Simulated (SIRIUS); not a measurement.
# Fe (Im-3m) in SIRIUS: notebook, part 2 of 3

SIRIUS 7.12.0. Earlier steps stand in the parts before.

## Step 4: Equation of state, PBEsol, collinear spin, ferromagnetic start, 11.78 Å³/atom (volume scaled by 0.98)

File sirius.json:

```json
{
  "control": {
    "processing_unit": "cpu",
    "std_evp_solver_name": "lapack",
    "gen_evp_solver_name": "lapack",
    "verbosity": 2,
    "print_forces": false,
    "ortho_rf": true,
    "use_second_variation": true,
    "rmt_max": 3.0,
    "num_bands_to_print": 18,
    "save_wf": true
  },
  "parameters": {
    "electronic_structure_method": "full_potential_lapwlo",
    "xc_functionals": ["XC_GGA_X_PBE_SOL", "XC_GGA_C_PBE_SOL"],
    "core_relativity": "dirac",
    "valence_relativity": "iora",
    "num_fv_states": 18,
    "smearing": "fermi_dirac",
    "smearing_width": 0.0018374661,
    "pw_cutoff": 20,
    "gk_cutoff": 3.88,
    "lmax_apw": 10,
    "lmax_rho": 8,
    "lmax_pot": 8,
    "num_mag_dims": 1,
    "auto_rmt": 0,
    "ngridk": [13, 13, 13],
    "shiftk": [0, 0, 0],
    "num_dft_iter": 80,
    "energy_tol": 1e-07,
    "density_tol": 1e-05,
    "use_symmetry": true
  },
  "settings": {"tol_ne": 1e-10},
  "iterative_solver": {"type": "exact"},
  "mixer": {"type": "anderson", "beta": 0.4, "max_history": 8},
  "unit_cell": {
    "lattice_vectors": [
      [-2.7085730732, 2.7085730732, 2.7085730732],
      [2.7085730732, -2.7085730732, 2.7085730732],
      [2.7085730732, 2.7085730732, -2.7085730732]
    ],
    "atom_types": ["Fe"],
    "atom_files": {"Fe": "Fe.json"},
    "atoms": {"Fe": [[0.0, 0.0, 0.0, 0.0, 0.0, 3.0]]}
  }
}
```

File Fe.json:

```json
{
  "name": "iron",
  "symbol": "Fe",
  "number": 26,
  "mass": 55.845,
  "rmin": 1e-06,
  "rmt": 2.27,
  "nrmt": 800,
  "rinf": 15.61,
  "core": "1s2s2p",
  "valence": [
    {"basis": [{"enu": 0.1, "dme": 0, "n": 0, "auto": 0}, {"enu": 0.1, "dme": 1, "n": 0, "auto": 0}]},
    {"l": 0, "n": 1, "basis": [{"enu": 0.2, "dme": 0, "n": 0, "auto": 0}]},
    {"l": 1, "n": 2, "basis": [{"enu": 0.2, "dme": 0, "n": 0, "auto": 0}]},
    {"l": 2, "n": 3, "basis": [{"enu": 0.2, "dme": 0, "n": 0, "auto": 0}]},
    {"l": 3, "n": 4, "basis": [{"enu": 0.2, "dme": 0, "n": 0, "auto": 0}]}
  ],
  "lo": [
    {"l": 0, "basis": [{"enu": 0.2, "dme": 0, "n": 0, "auto": 0}, {"enu": 0.2, "dme": 1, "n": 0, "auto": 0}]},
    {
      "l": 0,
      "basis": [{"enu": -3.0286, "dme": 0, "n": 3, "auto": 1}, {"enu": -3.0286, "dme": 1, "n": 3, "auto": 1}]
    },
    {"l": 0, "basis": [{"enu": -3.0286, "dme": 1, "n": 3, "auto": 1}, {"enu": 0.2, "dme": 0, "n": 0, "auto": 0}]},
    {"l": 0, "basis": [{"enu": 0.2, "dme": 0, "n": 0, "auto": 0}, {"enu": 3.305, "dme": 0, "n": 0, "auto": 0}]},
    {"l": 1, "basis": [{"enu": 0.2, "dme": 0, "n": 0, "auto": 0}, {"enu": 0.2, "dme": 1, "n": 0, "auto": 0}]},
    {
      "l": 1,
      "basis": [{"enu": -1.7994, "dme": 0, "n": 3, "auto": 1}, {"enu": -1.7994, "dme": 1, "n": 3, "auto": 1}]
    },
    {"l": 1, "basis": [{"enu": -1.7994, "dme": 1, "n": 3, "auto": 1}, {"enu": 0.2, "dme": 0, "n": 0, "auto": 0}]},
    {"l": 1, "basis": [{"enu": 0.2, "dme": 0, "n": 0, "auto": 0}, {"enu": 3.7708, "dme": 0, "n": 0, "auto": 0}]},
    {"l": 2, "basis": [{"enu": 0.2, "dme": 0, "n": 0, "auto": 0}, {"enu": 0.2, "dme": 1, "n": 0, "auto": 0}]},
    {"l": 2, "basis": [{"enu": 0.2, "dme": 1, "n": 0, "auto": 0}, {"enu": 0.2, "dme": 2, "n": 0, "auto": 0}]},
    {"l": 2, "basis": [{"enu": 0.2, "dme": 0, "n": 0, "auto": 0}, {"enu": 3.2274, "dme": 0, "n": 0, "auto": 0}]},
    {"l": 3, "basis": [{"enu": 0.2, "dme": 0, "n": 0, "auto": 0}, {"enu": 0.2, "dme": 1, "n": 0, "auto": 0}]},
    {"l": 3, "basis": [{"enu": 0.2, "dme": 0, "n": 0, "auto": 0}, {"enu": 3.5767, "dme": 0, "n": 0, "auto": 0}]}
  ],
  "free_atom": [... radial grid and density of the free atom, the start of the SCF ...]
}
```

File sirius_start.json:

```json
{
  "control": {
    "processing_unit": "cpu",
    "std_evp_solver_name": "lapack",
    "gen_evp_solver_name": "lapack",
    "verbosity": 1,
    "print_forces": false,
    "ortho_rf": true,
    "use_second_variation": true,
    "rmt_max": 3.0,
    "num_bands_to_print": 18,
    "save_wf": false
  },
  "parameters": {
    "electronic_structure_method": "full_potential_lapwlo",
    "xc_functionals": ["XC_LDA_X", "XC_LDA_C_PW"],
    "core_relativity": "dirac",
    "valence_relativity": "iora",
    "num_fv_states": 18,
    "smearing": "fermi_dirac",
    "smearing_width": 0.0055123983,
    "pw_cutoff": 20,
    "gk_cutoff": 3.1,
    "lmax_apw": 10,
    "lmax_rho": 8,
    "lmax_pot": 8,
    "num_mag_dims": 1,
    "auto_rmt": 0,
    "ngridk": [5, 5, 5],
    "shiftk": [0, 0, 0],
    "num_dft_iter": 30,
    "energy_tol": 0.01,
    "density_tol": 0.05,
    "use_symmetry": true
  },
  "settings": {"tol_ne": 1e-10},
  "iterative_solver": {"type": "exact"},
  "mixer": {"type": "anderson", "beta": 0.4, "max_history": 8},
  "unit_cell": {
    "lattice_vectors": [
      [-2.7085730732, 2.7085730732, 2.7085730732],
      [2.7085730732, -2.7085730732, 2.7085730732],
      [2.7085730732, 2.7085730732, -2.7085730732]
    ],
    "atom_types": ["Fe"],
    "atom_files": {"Fe": "Fe.json"},
    "atoms": {"Fe": [[0.0, 0.0, 0.0, 0.0, 0.0, 3.0]]}
  }
}
```

Command:

```sh
$ OMP_NUM_THREADS=1 sirius.scf --input=sirius_start.json --output=start.json
$ OMP_NUM_THREADS=1 sirius.scf --input=sirius.json --output=output.json --task=1
```

Run time: 29 s. Hardware: 1 thread of Arm Neoverse V2, shared host; peak memory 0.46 GiB.

It converged, with:

| Property | Result |
| --- | --- |
| Free energy | -34603.1332 eV |
| Band gap on the k mesh | none (metal or under the smearing width) |
| Net moment | 2.19 μB per cell |
| Site moments | Fe +2.24 μB |
| All electrons inside the program's atomic spheres | Fe 24.81 (radii Fe 2.27 bohr) |

## Step 5: Equation of state, PBEsol, collinear spin, ferromagnetic start, 12.02 Å³/atom

sirius.json, as its differences from that of step 4:

```diff
@@ -40,5 +40,5 @@
     "lattice_vectors": [
-      [-2.7085730732, 2.7085730732, 2.7085730732],
-      [2.7085730732, -2.7085730732, 2.7085730732],
-      [2.7085730732, 2.7085730732, -2.7085730732]
+      [-2.7268747978, 2.7268747978, 2.7268747978],
+      [2.7268747978, -2.7268747978, 2.7268747978],
+      [2.7268747978, 2.7268747978, -2.7268747978]
     ],
```

File Fe.json:

```json
{
  "name": "iron",
  "symbol": "Fe",
  "number": 26,
  "mass": 55.845,
  "rmin": 1e-06,
  "rmt": 2.27,
  "nrmt": 800,
  "rinf": 15.61,
  "core": "1s2s2p",
  "valence": [
    {"basis": [{"enu": 0.09, "dme": 0, "n": 0, "auto": 0}, {"enu": 0.09, "dme": 1, "n": 0, "auto": 0}]},
    {"l": 0, "n": 1, "basis": [{"enu": 0.19, "dme": 0, "n": 0, "auto": 0}]},
    {"l": 1, "n": 2, "basis": [{"enu": 0.19, "dme": 0, "n": 0, "auto": 0}]},
    {"l": 2, "n": 3, "basis": [{"enu": 0.19, "dme": 0, "n": 0, "auto": 0}]},
    {"l": 3, "n": 4, "basis": [{"enu": 0.19, "dme": 0, "n": 0, "auto": 0}]}
  ],
  "lo": [
    {"l": 0, "basis": [{"enu": 0.19, "dme": 0, "n": 0, "auto": 0}, {"enu": 0.19, "dme": 1, "n": 0, "auto": 0}]},
    {
      "l": 0,
      "basis": [{"enu": -3.0386, "dme": 0, "n": 3, "auto": 1}, {"enu": -3.0386, "dme": 1, "n": 3, "auto": 1}]
    },
    {
      "l": 0,
      "basis": [{"enu": -3.0386, "dme": 1, "n": 3, "auto": 1}, {"enu": 0.19, "dme": 0, "n": 0, "auto": 0}]
    },
    {"l": 0, "basis": [{"enu": 0.19, "dme": 0, "n": 0, "auto": 0}, {"enu": 3.295, "dme": 0, "n": 0, "auto": 0}]},
    {"l": 1, "basis": [{"enu": 0.19, "dme": 0, "n": 0, "auto": 0}, {"enu": 0.19, "dme": 1, "n": 0, "auto": 0}]},
    {
      "l": 1,
      "basis": [{"enu": -1.8094, "dme": 0, "n": 3, "auto": 1}, {"enu": -1.8094, "dme": 1, "n": 3, "auto": 1}]
    },
    {
      "l": 1,
      "basis": [{"enu": -1.8094, "dme": 1, "n": 3, "auto": 1}, {"enu": 0.19, "dme": 0, "n": 0, "auto": 0}]
    },
    {"l": 1, "basis": [{"enu": 0.19, "dme": 0, "n": 0, "auto": 0}, {"enu": 3.7608, "dme": 0, "n": 0, "auto": 0}]},
    {"l": 2, "basis": [{"enu": 0.19, "dme": 0, "n": 0, "auto": 0}, {"enu": 0.19, "dme": 1, "n": 0, "auto": 0}]},
    {"l": 2, "basis": [{"enu": 0.19, "dme": 1, "n": 0, "auto": 0}, {"enu": 0.19, "dme": 2, "n": 0, "auto": 0}]},
    {"l": 2, "basis": [{"enu": 0.19, "dme": 0, "n": 0, "auto": 0}, {"enu": 3.2174, "dme": 0, "n": 0, "auto": 0}]},
    {"l": 3, "basis": [{"enu": 0.19, "dme": 0, "n": 0, "auto": 0}, {"enu": 0.19, "dme": 1, "n": 0, "auto": 0}]},
    {"l": 3, "basis": [{"enu": 0.19, "dme": 0, "n": 0, "auto": 0}, {"enu": 3.5667, "dme": 0, "n": 0, "auto": 0}]}
  ],
  "free_atom": [... radial grid and density of the free atom, the start of the SCF ...]
}
```

sirius_start.json, as its differences from that of step 4:

```diff
@@ -40,5 +40,5 @@
     "lattice_vectors": [
-      [-2.7085730732, 2.7085730732, 2.7085730732],
-      [2.7085730732, -2.7085730732, 2.7085730732],
-      [2.7085730732, 2.7085730732, -2.7085730732]
+      [-2.7268747978, 2.7268747978, 2.7268747978],
+      [2.7268747978, -2.7268747978, 2.7268747978],
+      [2.7268747978, 2.7268747978, -2.7268747978]
     ],
```

Command:

```sh
$ OMP_NUM_THREADS=1 sirius.scf --input=sirius_start.json --output=start.json
$ OMP_NUM_THREADS=1 sirius.scf --input=sirius.json --output=output.json --task=1
```

Run time: 30 s. Hardware: 1 thread of Arm Neoverse V2, shared host; peak memory 0.47 GiB.

The run converged. Its results:

- Free energy: -34603.1066 eV
- Band gap on the k mesh: none (metal or under the smearing width)
- Net moment: 2.25 μB per cell
- Site moments: Fe +2.30 μB
- All electrons inside the program's atomic spheres: Fe 24.78 (radii Fe 2.27 bohr)

## Step 6: Equation of state, PBEsol, collinear spin, ferromagnetic start, 12.26 Å³/atom (volume scaled by 1.02)

sirius.json, as its differences from that of step 5:

```diff
@@ -40,5 +40,5 @@
     "lattice_vectors": [
-      [-2.7268747978, 2.7268747978, 2.7268747978],
-      [2.7268747978, -2.7268747978, 2.7268747978],
-      [2.7268747978, 2.7268747978, -2.7268747978]
+      [-2.7449340976, 2.7449340976, 2.7449340976],
+      [2.7449340976, -2.7449340976, 2.7449340976],
+      [2.7449340976, 2.7449340976, -2.7449340976]
     ],
```

File Fe.json:

```json
{
  "name": "iron",
  "symbol": "Fe",
  "number": 26,
  "mass": 55.845,
  "rmin": 1e-06,
  "rmt": 2.27,
  "nrmt": 800,
  "rinf": 15.61,
  "core": "1s2s2p",
  "valence": [
    {"basis": [{"enu": 0.08, "dme": 0, "n": 0, "auto": 0}, {"enu": 0.08, "dme": 1, "n": 0, "auto": 0}]},
    {"l": 0, "n": 1, "basis": [{"enu": 0.18, "dme": 0, "n": 0, "auto": 0}]},
    {"l": 1, "n": 2, "basis": [{"enu": 0.18, "dme": 0, "n": 0, "auto": 0}]},
    {"l": 2, "n": 3, "basis": [{"enu": 0.18, "dme": 0, "n": 0, "auto": 0}]},
    {"l": 3, "n": 4, "basis": [{"enu": 0.18, "dme": 0, "n": 0, "auto": 0}]}
  ],
  "lo": [
    {"l": 0, "basis": [{"enu": 0.18, "dme": 0, "n": 0, "auto": 0}, {"enu": 0.18, "dme": 1, "n": 0, "auto": 0}]},
    {
      "l": 0,
      "basis": [{"enu": -3.0486, "dme": 0, "n": 3, "auto": 1}, {"enu": -3.0486, "dme": 1, "n": 3, "auto": 1}]
    },
    {
      "l": 0,
      "basis": [{"enu": -3.0486, "dme": 1, "n": 3, "auto": 1}, {"enu": 0.18, "dme": 0, "n": 0, "auto": 0}]
    },
    {"l": 0, "basis": [{"enu": 0.18, "dme": 0, "n": 0, "auto": 0}, {"enu": 3.285, "dme": 0, "n": 0, "auto": 0}]},
    {"l": 1, "basis": [{"enu": 0.18, "dme": 0, "n": 0, "auto": 0}, {"enu": 0.18, "dme": 1, "n": 0, "auto": 0}]},
    {
      "l": 1,
      "basis": [{"enu": -1.8194, "dme": 0, "n": 3, "auto": 1}, {"enu": -1.8194, "dme": 1, "n": 3, "auto": 1}]
    },
    {
      "l": 1,
      "basis": [{"enu": -1.8194, "dme": 1, "n": 3, "auto": 1}, {"enu": 0.18, "dme": 0, "n": 0, "auto": 0}]
    },
    {"l": 1, "basis": [{"enu": 0.18, "dme": 0, "n": 0, "auto": 0}, {"enu": 3.7508, "dme": 0, "n": 0, "auto": 0}]},
    {"l": 2, "basis": [{"enu": 0.18, "dme": 0, "n": 0, "auto": 0}, {"enu": 0.18, "dme": 1, "n": 0, "auto": 0}]},
    {"l": 2, "basis": [{"enu": 0.18, "dme": 1, "n": 0, "auto": 0}, {"enu": 0.18, "dme": 2, "n": 0, "auto": 0}]},
    {"l": 2, "basis": [{"enu": 0.18, "dme": 0, "n": 0, "auto": 0}, {"enu": 3.2074, "dme": 0, "n": 0, "auto": 0}]},
    {"l": 3, "basis": [{"enu": 0.18, "dme": 0, "n": 0, "auto": 0}, {"enu": 0.18, "dme": 1, "n": 0, "auto": 0}]},
    {"l": 3, "basis": [{"enu": 0.18, "dme": 0, "n": 0, "auto": 0}, {"enu": 3.5567, "dme": 0, "n": 0, "auto": 0}]}
  ],
  "free_atom": [... radial grid and density of the free atom, the start of the SCF ...]
}
```

sirius_start.json, as its differences from that of step 5:

```diff
@@ -40,5 +40,5 @@
     "lattice_vectors": [
-      [-2.7268747978, 2.7268747978, 2.7268747978],
-      [2.7268747978, -2.7268747978, 2.7268747978],
-      [2.7268747978, 2.7268747978, -2.7268747978]
+      [-2.7449340976, 2.7449340976, 2.7449340976],
+      [2.7449340976, -2.7449340976, 2.7449340976],
+      [2.7449340976, 2.7449340976, -2.7449340976]
     ],
```

Potentials or basis: all-electron FP-LAPW, apw+lo standard.

Command:

```sh
$ OMP_NUM_THREADS=1 sirius.scf --input=sirius_start.json --output=start.json
$ OMP_NUM_THREADS=1 sirius.scf --input=sirius.json --output=output.json --task=1
```

Wall time 32 s (1 thread of Arm Neoverse V2, shared host); peak memory 0.47 GiB.

The run converged. Its results:

* Free energy: -34603.0773 eV
* Band gap on the k mesh: none (metal or under the smearing width)
* Net moment: 2.32 μB per cell
* Site moments: Fe +2.37 μB
* All electrons inside the program's atomic spheres: Fe 24.75 (radii Fe 2.27 bohr)

## Step 7: Equation of state, PBEsol, collinear spin, ferromagnetic start, 12.50 Å³/atom (volume scaled by 1.04)

sirius.json, as its differences from that of step 6:

```diff
@@ -40,5 +40,5 @@
     "lattice_vectors": [
-      [-2.7449340976, 2.7449340976, 2.7449340976],
-      [2.7449340976, -2.7449340976, 2.7449340976],
-      [2.7449340976, 2.7449340976, -2.7449340976]
+      [-2.7627588444, 2.7627588444, 2.7627588444],
+      [2.7627588444, -2.7627588444, 2.7627588444],
+      [2.7627588444, 2.7627588444, -2.7627588444]
     ],
```

File Fe.json:

```json
{
  "name": "iron",
  "symbol": "Fe",
  "number": 26,
  "mass": 55.845,
  "rmin": 1e-06,
  "rmt": 2.27,
  "nrmt": 800,
  "rinf": 15.61,
  "core": "1s2s2p",
  "valence": [
    {"basis": [{"enu": 0.07, "dme": 0, "n": 0, "auto": 0}, {"enu": 0.07, "dme": 1, "n": 0, "auto": 0}]},
    {"l": 0, "n": 1, "basis": [{"enu": 0.17, "dme": 0, "n": 0, "auto": 0}]},
    {"l": 1, "n": 2, "basis": [{"enu": 0.17, "dme": 0, "n": 0, "auto": 0}]},
    {"l": 2, "n": 3, "basis": [{"enu": 0.17, "dme": 0, "n": 0, "auto": 0}]},
    {"l": 3, "n": 4, "basis": [{"enu": 0.17, "dme": 0, "n": 0, "auto": 0}]}
  ],
  "lo": [
    {"l": 0, "basis": [{"enu": 0.17, "dme": 0, "n": 0, "auto": 0}, {"enu": 0.17, "dme": 1, "n": 0, "auto": 0}]},
    {
      "l": 0,
      "basis": [{"enu": -3.0586, "dme": 0, "n": 3, "auto": 1}, {"enu": -3.0586, "dme": 1, "n": 3, "auto": 1}]
    },
    {
      "l": 0,
      "basis": [{"enu": -3.0586, "dme": 1, "n": 3, "auto": 1}, {"enu": 0.17, "dme": 0, "n": 0, "auto": 0}]
    },
    {"l": 0, "basis": [{"enu": 0.17, "dme": 0, "n": 0, "auto": 0}, {"enu": 3.275, "dme": 0, "n": 0, "auto": 0}]},
    {"l": 1, "basis": [{"enu": 0.17, "dme": 0, "n": 0, "auto": 0}, {"enu": 0.17, "dme": 1, "n": 0, "auto": 0}]},
    {
      "l": 1,
      "basis": [{"enu": -1.8294, "dme": 0, "n": 3, "auto": 1}, {"enu": -1.8294, "dme": 1, "n": 3, "auto": 1}]
    },
    {
      "l": 1,
      "basis": [{"enu": -1.8294, "dme": 1, "n": 3, "auto": 1}, {"enu": 0.17, "dme": 0, "n": 0, "auto": 0}]
    },
    {"l": 1, "basis": [{"enu": 0.17, "dme": 0, "n": 0, "auto": 0}, {"enu": 3.7408, "dme": 0, "n": 0, "auto": 0}]},
    {"l": 2, "basis": [{"enu": 0.17, "dme": 0, "n": 0, "auto": 0}, {"enu": 0.17, "dme": 1, "n": 0, "auto": 0}]},
    {"l": 2, "basis": [{"enu": 0.17, "dme": 1, "n": 0, "auto": 0}, {"enu": 0.17, "dme": 2, "n": 0, "auto": 0}]},
    {"l": 2, "basis": [{"enu": 0.17, "dme": 0, "n": 0, "auto": 0}, {"enu": 3.1974, "dme": 0, "n": 0, "auto": 0}]},
    {"l": 3, "basis": [{"enu": 0.17, "dme": 0, "n": 0, "auto": 0}, {"enu": 0.17, "dme": 1, "n": 0, "auto": 0}]},
    {"l": 3, "basis": [{"enu": 0.17, "dme": 0, "n": 0, "auto": 0}, {"enu": 3.5467, "dme": 0, "n": 0, "auto": 0}]}
  ],
  "free_atom": [... radial grid and density of the free atom, the start of the SCF ...]
}
```

sirius_start.json, as its differences from that of step 6:

```diff
@@ -40,5 +40,5 @@
     "lattice_vectors": [
-      [-2.7449340976, 2.7449340976, 2.7449340976],
-      [2.7449340976, -2.7449340976, 2.7449340976],
-      [2.7449340976, 2.7449340976, -2.7449340976]
+      [-2.7627588444, 2.7627588444, 2.7627588444],
+      [2.7627588444, -2.7627588444, 2.7627588444],
+      [2.7627588444, 2.7627588444, -2.7627588444]
     ],
```

Command:

```sh
$ OMP_NUM_THREADS=1 sirius.scf --input=sirius_start.json --output=start.json
$ OMP_NUM_THREADS=1 sirius.scf --input=sirius.json --output=output.json --task=1
```

Wall time 32 s (1 thread of Arm Neoverse V2, shared host); peak memory 0.47 GiB.

It converged, with:

| Property | Result |
| --- | --- |
| Free energy | -34603.0458 eV |
| Band gap on the k mesh | none (metal or under the smearing width) |
| Net moment | 2.39 μB per cell |
| Site moments | Fe +2.44 μB |
| All electrons inside the program's atomic spheres | Fe 24.72 (radii Fe 2.27 bohr) |

(Part 2 of 3 ends here.)
